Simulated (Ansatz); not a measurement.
PbS in the rocksalt structure (r2SCAN geometry), in Ansatz:

```cif
data_structure
_symmetry_space_group_name_H-M 'Fm-3m'
_symmetry_Int_Tables_number 225
_cell_length_a 5.9745
_cell_length_b 5.9745
_cell_length_c 5.9745
_cell_angle_alpha 90.000
_cell_angle_beta 90.000
_cell_angle_gamma 90.000
_cell_volume 213.25
loop_
_atom_site_label
_atom_site_type_symbol
_atom_site_symmetry_multiplicity
_atom_site_Wyckoff_symbol
_atom_site_fract_x
_atom_site_fract_y
_atom_site_fract_z
_atom_site_occupancy
Pb1 Pb 4 a 0.00000 0.00000 0.00000 1
S1 S 4 b 0.50000 0.00000 0.00000 1
```

G0W0@PBE with 567 empty bands, a screening cutoff of 260 eV and a 6×6×6 mesh (PAW, contour deformation) gives 0.866 eV over the mesh points, from a PBE gap of 0.436 eV; it sums over 577 bands with 531 plane waves in the screening and a wave cutoff of 420 eV. The G0W0 figures hold for the stated bands, cutoff and mesh and aren't extrapolated. Spin-unpolarised throughout; all numbers are computed.

(1) Another run gave a Kohn-Sham gap of 0.436 eV and a G0W0 gap of 0.591 eV, summing over 131 bands with 113 plane waves in the screening and a wave cutoff of 420 eV. What was changed?

Answers

(1) Empty bands 121, screening cutoff 100 eV. The counts of bands and plane waves show that both rose or fell; the cutoff follows only within a few eV.

Spin-orbit coupling is left out; in compounds of Pb, Bi, Tl or Hg it can lower a gap by up to about 1 eV, split its edges or invert the bands.
